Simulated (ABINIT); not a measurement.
CdS (Hawleyite):

```
Cd S
1.0
     0.00000    2.91650    2.91650
     2.91650    0.00000    2.91650
     2.91650    2.91650    0.00000
Cd S
1 1
Direct
  0.00000 0.00000 0.00000
  0.75000 0.75000 0.75000
```

Base run:

| Quantity | Value |
| --- | --- |
| Program | ABINIT 10.8.3 (patched build) |
| Functional | PBE |
| Potentials or basis | JTH PAW PBE v2.0 |
| Cutoff | 599 eV |
| k mesh | 8 × 8 × 8 |
| Occupations | fermi-dirac, width 0.05 eV |
| Spin | no spin polarisation |

Its results: band gap on the k mesh 1.13 eV, direct; pressure 2.9 GPa.

Q: The run is repeated on the same cell with these changes: functional from PBE to revPBE. What comes out?

A: Band gap on the k mesh 1.26 eV, direct; pressure 4.5 GPa.

revPBE binds less tightly than PBE, so the same cell stands under more pressure.

Caveats: the PAW data sets were made with another functional, which shifts forces and pressure a little (some runs).
